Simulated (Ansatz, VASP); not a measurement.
# HfN: VASP beside Ansatz

```xyz
2
Lattice="0.0000 2.4335 2.4335 2.4335 0.0000 2.4335 2.4335 2.4335 0.0000" Properties=species:S:1:pos:R:3 pbc="T T T"
Hf    0.0000    0.0000    0.0000
N     3.6503    3.6503    3.6503
```

Alike in both runs: functional PBEsol; k mesh 14 × 14 × 14; occupations gaussian, width 0.1 eV; no spin polarisation.

Ansatz relaxed the structure, and its values are those at the end. VASP's run is a single point on that final structure, the one shown.

|  | VASP | Ansatz |
| --- | --- | --- |
| version | VASP 6.6.1 | Ansatz 0.2.0 |
| potentials or method | VASP PAW PBE potentials, release 64 (Hf_pv, N) | scalar-relativistic, plane waves, PAW |
| plane-wave cutoff (eV) | 520 | 420 |
| valence electrons in the cell | 15 | 31 |

Ansatz gave:

```
gap on the k mesh at the Fermi level (eV) : none
pressure (GPa)                            : 0.0
```

Problem. What did VASP give for the same quantities?

Solution. gap on the k mesh at the Fermi level (eV): none; pressure (GPa): -0.9.

A gap of «none» marks a metal or a gap that the smearing closes. The two sets of potentials don't hold the same shells in valence.

Caveats: the PAW data sets were made with another functional, which shifts forces and pressure a little (VASP). The runs have no spin-orbit coupling, so splittings on Hf are missing.
